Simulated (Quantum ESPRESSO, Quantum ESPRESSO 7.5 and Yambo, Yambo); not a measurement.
**A GW chain in Yambo: WS2 (2H monolayer)**

How does a plane-wave GW calculation on WS2 (2H monolayer) run from the first input to the gap?

Calculated with Quantum ESPRESSO 7.5 and Yambo 5.3.0; PBE and many-body steps on it, plane waves.

**What was measured.**

- Gap 2.4 eV: quasiparticle direct gap at K, n=1 exciton energy plus estimated binding energy; reflectance contrast with empirical exciton scaling; 70 K; monolayer (exfoliated uncapped monolayer on fused silica) on fused silica (“Coulomb engineering of the bandgap in 2D semiconductors”, 2017, arxiv:1702.01204).

- Gap 2.27 eV: quasiparticle gap, capped by bilayer graphene, n=1 energy plus inferred exciton binding energy; reflectance contrast spectroscopy with empirical scaling; 70 K; monolayer (exfoliated monolayer covered with bilayer graphene) on fused silica (“Coulomb engineering of the bandgap and excitons in two-dimensional materials”, 2017, pmc:5418602).

- Gap 2.14 eV: transport (quasiparticle) gap of monolayer from electron and hole threshold voltage difference; ionic liquid gated FET transport; 240 K; monolayer (exfoliated monolayer on SiO2/Si covered by DEME-TFSI ionic liquid) (“Mono- and Bilayer WS2 Light-Emitting Transistors”, 2014, arxiv:1403.7551).

- Gap 2.006 eV: optical gap, neutral exciton PL peak; photoluminescence, 532 nm excitation; monolayer (as-grown continuous CVD monolayer film on sapphire) on sapphire (0001) (“CVD growth of large-area monolayer WS2 film on sapphire through tuning substrate environment and its application for high-sensitive strain sensor”, 2023, pmc:9935800).

- Gap 1.93 eV: optical gap, neutral exciton photoluminescence peak; photoluminescence, Lorentzian fit; 300 K; monolayer (CVD islands on graphene/SiC, ambient conditions) on single-layer and bilayer graphene on 6H-SiC(0001) (“Nanoscale mapping of quasiparticle band alignment”, 2019, pmc:6650412).

This is a selection; 30 further reports are not listed.

## Step 1: Set-up

The cell holds 3 atoms: 1 W and 2 S. Cell: a = 3.187 Å, b = 3.187 Å, c = 16.000 Å, α = 90.0°, β = 90.0°, γ = 120.0°. Vacuum lies along c.

The structure was relaxed with PBE. The runs that relaxed it are not among those shown.

## Step 2: Ground state

This step: Quantum ESPRESSO 7.5; DFT, PBE with spin-orbit coupling, plane waves, norm-conserving pseudopotentials.

The ground-state density comes first.

File pw.in:

```
&control
  calculation = 'scf'
  prefix = 'x'
  outdir = 'o'
  pseudo_dir = 'pseudo'
/
&system
  ibrav = 0
  nat = 3
  ntyp = 2
  ecutwfc = 62.0
  nbnd = 36
  force_symmorphic = .true.
  noncolin = .true.
  lspinorb = .true.
/
&electrons
  conv_thr = 1e-10
  electron_maxstep = 80
  mixing_beta = 0.5
/
ATOMIC_SPECIES
  W 183.84 W.upf
  S 32.06 S.upf
CELL_PARAMETERS angstrom
  3.1870569639 0.0000000000 0.0000000000
  -1.5935284820 2.7600722941 0.0000000000
  0.0000000000 0.0000000000 16.0000000000
ATOMIC_POSITIONS crystal
  W 0.3333333333 0.6666666667 0.5000000000
  S 0.6666666667 0.3333333333 0.5982117567
  S 0.6666666667 0.3333333333 0.4017882433
K_POINTS automatic
  12 12 1 0 0 0
```

On the command line:

```
OMP_NUM_THREADS=1 mpirun -n 4 pw.x -nk 4 -in pw.in > pw.out
```

Log:

```text
Program PWSCF v.7.5 starts

     This program is part of the open-source Quantum ESPRESSO suite
     for quantum simulation of materials; please cite
         "P. Giannozzi et al., J. Phys.:Condens. Matter 21 395502 (2009);
         "P. Giannozzi et al., J. Phys.:Condens. Matter 29 465901 (2017);
         "P. Giannozzi et al., J. Chem. Phys. 152 154105 (2020);
     in publications or presentations arising from this work. More details at
     Message from routine setup:
     using ibrav=0 with symmetry is DISCOURAGED, use correct ibrav instead

     G-vector sticks info

     bravais-lattice index     =            0
     lattice parameter (alat)  =       6.0227  a.u.
     unit-cell volume          =     949.7884 (a.u.)^3
     number of atoms/cell      =            3
     number of atomic types    =            2
     number of electrons       =        26.00
     number of Kohn-Sham states=           36
     kinetic-energy cutoff     =      62.0000  Ry
     charge density cutoff     =     248.0000  Ry
     scf convergence threshold =      1.0E-10
     mixing beta               =       0.5000
     number of iterations used =            8  plain     mixing
     Exchange-correlation= PBE
                           (   1   4   3   4   0   0   0)
     Non magnetic calculation with spin-orbit

     celldm(1)=   6.022665  celldm(2)=   0.000000  celldm(3)=   0.000000
     celldm(4)=   0.000000  celldm(5)=   0.000000  celldm(6)=   0.000000

     crystal axes: (cart. coord. in units of alat)
               a(1) = (   1.000000   0.000000   0.000000 )
               a(2) = (  -0.500000   0.866025   0.000000 )
               a(3) = (   0.000000   0.000000   5.020306 )

     reciprocal axes: (cart. coord. in units 2 pi/alat)
               b(1) = (  1.000000  0.577350 -0.000000 )
               b(2) = (  0.000000  1.154701  0.000000 )
               b(3) = (  0.000000 -0.000000  0.199191 )
     Pseudo is Norm-conserving + core correction, Zval = 14.0
     Generated using ONCVPSP code by D. R. Hamann
     Using radial grid of 1396 points, 14 beta functions with:
     Pseudo is Norm-conserving + core correction, Zval =  6.0
     Generated using ONCVPSP code by D. R. Hamann
     Using radial grid of 1146 points, 10 beta functions with:
     W                14.00   183.84000     W ( 1.00)
     S                 6.00    32.06000     S ( 1.00)

     12 Sym. Ops. (no inversion) found

   Cartesian axes

     site n.     atom                  positions (alat units)
         1        W      tau(   1) = (  -0.0000000   0.5773503   2.5101528  )
         2        S      tau(   2) = (   0.5000000   0.2886751   3.0032058  )
         3        S      tau(   3) = (   0.5000000   0.2886751   2.0170998  )

     number of k points=    19
                       cart. coord. in units 2pi/alat
        k(    1) = (   0.0000000   0.0000000   0.0000000), wk =   0.0069444
        k(    2) = (   0.0000000   0.0962250   0.0000000), wk =   0.0416667
        k(    3) = (   0.0000000   0.1924501   0.0000000), wk =   0.0416667
        k(    4) = (   0.0000000   0.2886751   0.0000000), wk =   0.0416667
        k(    5) = (   0.0000000   0.3849002   0.0000000), wk =   0.0416667
        k(    6) = (   0.0000000   0.4811252   0.0000000), wk =   0.0416667
        k(    7) = (   0.0000000  -0.5773503   0.0000000), wk =   0.0208333
        k(    8) = (   0.0833333   0.1443376   0.0000000), wk =   0.0416667
        k(    9) = (   0.0833333   0.2405626   0.0000000), wk =   0.0833333
        k(   10) = (   0.0833333   0.3367877   0.0000000), wk =   0.0833333
     [... 7 further rows ...]
        k(   18) = (   0.2500000   0.5292377   0.0000000), wk =   0.0833333
        k(   19) = (   0.3333333   0.5773503   0.0000000), wk =   0.0138889

     Dense  grid:    62407 G-vectors     FFT dimensions: (  32,  32, 160)

     Initial potential from superposition of free atoms

     starting charge      25.9994, renormalised to      26.0000
     Starting wfcs are   36 randomized atomic wfcs

     per-process dynamical memory:   132.3 Mb

     Self-consistent Calculation

     iteration #  1     ecut=    62.00 Ry     beta= 0.50

     Threshold (ethr) on eigenvalues was too large:
     Diagonalizing with lowered threshold

     total energy              =    -196.30640132 Ry
     estimated scf accuracy    <       0.09350515 Ry

     iteration #  2     ecut=    62.00 Ry     beta= 0.50

     total energy              =    -196.31652820 Ry
     estimated scf accuracy    <       0.02212371 Ry

     iteration #  3     ecut=    62.00 Ry     beta= 0.50

     total energy              =    -196.32025392 Ry
     estimated scf accuracy    <       0.02933159 Ry

     iteration #  4     ecut=    62.00 Ry     beta= 0.50

     total energy              =    -196.32409217 Ry
     estimated scf accuracy    <       0.00070857 Ry

     iteration #  5     ecut=    62.00 Ry     beta= 0.50

     total energy              =    -196.32420827 Ry
     estimated scf accuracy    <       0.00030953 Ry

     iteration #  6     ecut=    62.00 Ry     beta= 0.50

     total energy              =    -196.32424194 Ry
     estimated scf accuracy    <       0.00001038 Ry

     iteration #  7     ecut=    62.00 Ry     beta= 0.50

     total energy              =    -196.32424653 Ry
     estimated scf accuracy    <       0.00000209 Ry

     iteration #  8     ecut=    62.00 Ry     beta= 0.50

     total energy              =    -196.32424650 Ry
     estimated scf accuracy    <       0.00000047 Ry

     iteration #  9     ecut=    62.00 Ry     beta= 0.50

     total energy              =    -196.32424665 Ry
     estimated scf accuracy    <       0.00000006 Ry

     iteration # 10     ecut=    62.00 Ry     beta= 0.50

     total energy              =    -196.32424665 Ry
     estimated scf accuracy    <       0.00000001 Ry

     iteration # 11     ecut=    62.00 Ry     beta= 0.50

     total energy              =    -196.32424665 Ry
     estimated scf accuracy    <          1.0E-10 Ry

     iteration # 12     ecut=    62.00 Ry     beta= 0.50

     total energy              =    -196.32424665 Ry
     estimated scf accuracy    <          4.2E-10 Ry

     iteration # 13     ecut=    62.00 Ry     beta= 0.50

     End of self-consistent calculation

          k = 0.0000 0.0000 0.0000 (  7833 PWs)   bands (ev):

   -73.1788 -73.1788 -44.5558 -44.5558 -34.8296 -34.8296 -34.6850 -34.6850
   -14.0781 -14.0781 -12.4563 -12.4563  -5.6681  -5.6681  -2.3322  -2.3322
    -2.0697  -2.0697  -1.4558  -1.4558  -1.0757  -1.0757  -0.8596  -0.8596
     0.6362   0.6362   3.4424   3.4424   3.4733   3.4733   3.7580   3.7580
     3.7651   3.7651   5.5820   5.5820

          k = 0.0000 0.0962 0.0000 (  7843 PWs)   bands (ev):

   -73.1777 -73.1777 -44.5600 -44.5600 -34.8322 -34.8322 -34.7028 -34.7028
   -13.9651 -13.9651 -12.4144 -12.4144  -5.5324  -5.5324  -2.5325  -2.5325
    -2.0616  -2.0616  -1.8508  -1.8508  -1.1533  -1.1533  -0.7588  -0.7588
     0.5739   0.5739   3.2788   3.2788   3.4676   3.4676   3.6079   3.6079
     3.8245   3.8245   5.8748   5.8748

          k = 0.0000 0.1925 0.0000 (  7875 PWs)   bands (ev):

   -73.1746 -73.1746 -44.5714 -44.5714 -34.8442 -34.8442 -34.7456 -34.7456
   -13.6432 -13.6432 -12.2955 -12.2955  -5.1672  -5.1672  -3.1908  -3.1908
    -2.5021  -2.5021  -1.7903  -1.7903  -1.5452  -1.5452  -0.7606  -0.7606
     0.3054   0.3054   2.9385   2.9385   3.3789   3.3789   3.4962   3.4962
     4.2639   4.2639   6.3556   6.3556

          k = 0.0000 0.2887 0.0000 (  7885 PWs)   bands (ev):

     [... further k-points ...]

     highest occupied, lowest unoccupied level (ev):     0.8712    2.4262

!    total energy              =    -196.32424665 Ry
     estimated scf accuracy    <          4.3E-12 Ry

     The total energy is the sum of the following terms:
     one-electron contribution =    -783.69587013 Ry
     hartree contribution      =     392.46302256 Ry
     xc contribution           =     -45.97512611 Ry
     ewald contribution        =     240.88372703 Ry

     convergence has been achieved in  13 iterations

     XML data file, charge density, pseudopotentials, collected wavefunctions

=------------------------------------------------------------------------------=
   JOB DONE.
=------------------------------------------------------------------------------=
```

The job ended after 82 s (4 MPI ranks of Arm Neoverse V1, shared host; peak memory 0.88 GiB; 5.5 min of CPU time).

This step gave:

* total energy: -2671.1275 eV
* gap: 1.555 eV
* k of the valence top: 0.3333, 0.3333, 0
* k of the conduction bottom: 0.3333, 0.3333, 0
* least direct gap: 1.555 eV

The gap is direct, at (0.333, 0.333, 0.000).

## Step 3: Bands along the symmetry lines

The cheap functional maps the bands first; the places of the edges decide which points the dearer methods must see.

File pw.in:

```
&control
  calculation = 'bands'
  prefix = 'x'
  outdir = 'o'
  pseudo_dir = 'pseudo'
/
&system
  ibrav = 0
  nat = 3
  ntyp = 2
  ecutwfc = 62.0
  nbnd = 38
  force_symmorphic = .true.
  noncolin = .true.
  lspinorb = .true.
/
&electrons
  conv_thr = 1e-9
  electron_maxstep = 80
  diago_full_acc = .true.
  diago_thr_init = 5e-6
/
ATOMIC_SPECIES
  W 183.84 W.upf
  S 32.06 S.upf
CELL_PARAMETERS angstrom
  3.1870569639 0.0000000000 0.0000000000
  -1.5935284820 2.7600722941 0.0000000000
  0.0000000000 0.0000000000 16.0000000000
ATOMIC_POSITIONS crystal
  W 0.3333333333 0.6666666667 0.5000000000
  S 0.6666666667 0.3333333333 0.5982117567
  S 0.6666666667 0.3333333333 0.4017882433
K_POINTS crystal
  25
  0.00000000 0.00000000 0.00000000 1
  0.06250000 0.00000000 0.00000000 1
  0.12500000 0.00000000 0.00000000 1
  0.18750000 0.00000000 0.00000000 1
  0.25000000 0.00000000 0.00000000 1
  0.31250000 0.00000000 0.00000000 1
  0.37500000 0.00000000 0.00000000 1
  0.43750000 0.00000000 0.00000000 1
  0.50000000 0.00000000 0.00000000 1
  0.47916667 0.04166667 0.00000000 1
  0.45833333 0.08333333 0.00000000 1
  0.43750000 0.12500000 0.00000000 1
  0.41666666 0.16666666 0.00000000 1
  0.39583333 0.20833333 0.00000000 1
  0.37500000 0.25000000 0.00000000 1
  0.35416666 0.29166666 0.00000000 1
  0.33333333 0.33333333 0.00000000 1
  0.29166666 0.29166666 0.00000000 1
  0.25000000 0.25000000 0.00000000 1
  0.20833333 0.20833333 0.00000000 1
  0.16666666 0.16666666 0.00000000 1
  0.12500000 0.12500000 0.00000000 1
  0.08333333 0.08333333 0.00000000 1
  0.04166667 0.04166667 0.00000000 1
  0.00000000 0.00000000 0.00000000 1
```

Log:

```text
[banner, memory and clock lines left out]
Program PWSCF v.7.5 starts

     Atomic positions and unit cell read from directory:
     o/x.save/

     Message from routine setup:
     using ibrav=0 with symmetry is DISCOURAGED, use correct ibrav instead

     G-vector sticks info

     bravais-lattice index     =            0
     lattice parameter (alat)  =       6.0227  a.u.
     unit-cell volume          =     949.7884 (a.u.)^3
     number of atoms/cell      =            3
     number of atomic types    =            2
     number of electrons       =        26.00
     number of Kohn-Sham states=           38
     kinetic-energy cutoff     =      62.0000  Ry
     charge density cutoff     =     248.0000  Ry
     Exchange-correlation= PBE
                           (   1   4   3   4   0   0   0)
     Non magnetic calculation with spin-orbit

     celldm(1)=   6.022665  celldm(2)=   0.000000  celldm(3)=   0.000000
     celldm(4)=   0.000000  celldm(5)=   0.000000  celldm(6)=   0.000000

     crystal axes: (cart. coord. in units of alat)
               a(1) = (   1.000000   0.000000   0.000000 )
               a(2) = (  -0.500000   0.866025   0.000000 )
               a(3) = (   0.000000   0.000000   5.020306 )

     reciprocal axes: (cart. coord. in units 2 pi/alat)
               b(1) = (  1.000000  0.577350 -0.000000 )
               b(2) = (  0.000000  1.154701  0.000000 )
               b(3) = (  0.000000 -0.000000  0.199191 )
     Pseudo is Norm-conserving + core correction, Zval = 14.0
     Generated using ONCVPSP code by D. R. Hamann
     Using radial grid of 1396 points, 14 beta functions with:
     Pseudo is Norm-conserving + core correction, Zval =  6.0
     Generated using ONCVPSP code by D. R. Hamann
     Using radial grid of 1146 points, 10 beta functions with:
     W                14.00   183.84000     W ( 1.00)
     S                 6.00    32.06000     S ( 1.00)

     12 Sym. Ops. (no inversion) found

   Cartesian axes

     site n.     atom                  positions (alat units)
         1        W      tau(   1) = (  -0.0000000   0.5773503   2.5101528  )
         2        S      tau(   2) = (   0.5000000   0.2886751   3.0032058  )
         3        S      tau(   3) = (   0.5000000   0.2886751   2.0170998  )

     number of k points=    25
                       cart. coord. in units 2pi/alat
        k(    1) = (   0.0000000   0.0000000   0.0000000), wk =   0.0400000
        k(    2) = (   0.0625000   0.0360844   0.0000000), wk =   0.0400000
        k(    3) = (   0.1250000   0.0721688   0.0000000), wk =   0.0400000
[...]
[... 13 further rows ...]
        k(   24) = (   0.0416667   0.0721688   0.0000000), wk =   0.0400000
        k(   25) = (   0.0000000   0.0000000   0.0000000), wk =   0.0400000

     Dense  grid:    62407 G-vectors     FFT dimensions: (  32,  32, 160)

     The potential is recalculated from file :
     o/x.save/charge-density

     Starting wfcs are   36 randomized atomic wfcs +    2 random wfcs

     Band Structure Calculation

     End of band structure calculation

          k = 0.0000 0.0000 0.0000 (  7833 PWs)   bands (ev):

   -73.1788 -73.1788 -44.5559 -44.5559 -34.8296 -34.8296 -34.6851 -34.6851
   -14.0782 -14.0782 -12.4563 -12.4563  -5.6681  -5.6681  -2.3322  -2.3322
    -2.0697  -2.0697  -1.4558  -1.4558  -1.0757  -1.0757  -0.8596  -0.8596
[...]
3.7651   3.7651   5.5820   5.5820   6.2025   6.2025

          k = 0.0625 0.0361 0.0000 (  7843 PWs)   bands (ev):

[...]
3.7758   3.7758   5.7666   5.7666   6.2655   6.4096

          k = 0.1250 0.0722 0.0000 (  7871 PWs)   bands (ev):

[...]
4.0145   4.0145   6.1053   6.1053   6.4905   6.4905

[...]
k = 0.0417 0.0722 0.0000 (  7841 PWs)   bands (ev):

[...]
3.7406   3.8344   5.8149   5.8174   6.2910   6.2916

          k = 0.0000 0.0000 0.0000 (  7833 PWs)   bands (ev):

[...]
-2.0697  -2.0697  -1.4558  -1.4558  -1.0757  -1.0757  -0.8596  -0.8596
     0.6362   0.6362   3.4424   3.4424   3.4733   3.4733   3.7580   3.7580
     3.7651   3.7651   5.5820   5.5820   6.2025   6.2025

     XML data file, pseudopotentials, collected wavefunctions
```

Wall time 32 s (4 MPI ranks); peak memory 0.56 GiB; 2.1 min of CPU time.

Numbers from this step:

- gap: 1.555 eV
- k of the valence top: 0.3333, 0.3333, 0
- k of the conduction bottom: 0.3333, 0.3333, 0
- least direct gap: 1.555 eV

The gap is 1.555 eV, as in the run before at this level.

The electronic bands at the labelled points (eV, zero at the top of the highest filled band):

```csv
point,band 23,band 24,band 25,band 26,band 27,band 28,band 29,band 30
Γ,-1.73,-1.73,-0.24,-0.24,2.57,2.57,2.60,2.60
halfway,-1.86,-1.86,-1.05,-1.05,2.01,2.01,2.38,2.38
M,-1.55,-1.55,-1.09,-1.09,2.53,2.53,3.09,3.09
halfway,-2.36,-2.36,-0.82,-0.49,2.18,2.38,3.03,3.48
K,-2.63,-2.56,-0.43,0.00,1.55,1.59,3.09,3.11
halfway,-1.62,-1.56,-1.18,-0.95,1.65,1.92,2.50,2.52
Γ,-1.73,-1.73,-0.24,-0.24,2.57,2.57,2.60,2.60
```

[end of part 1 of 3]

[Paths, hosts, dates, memory and timing lines, banners, echoed tables and standing remarks are left out of the program output.]

[Logs are printed without paths, hosts, clocks, repeated set-up lines and the standing remarks that a program may print on its own settings, such as how far it seeks lower states.]

[Runs of the session that timed out or met a known fault of the program may be left out.]

[Hosts, paths, dates, database ids (printed as entryN), source tags and the programs' standing remarks are cut or masked in the printed files.]
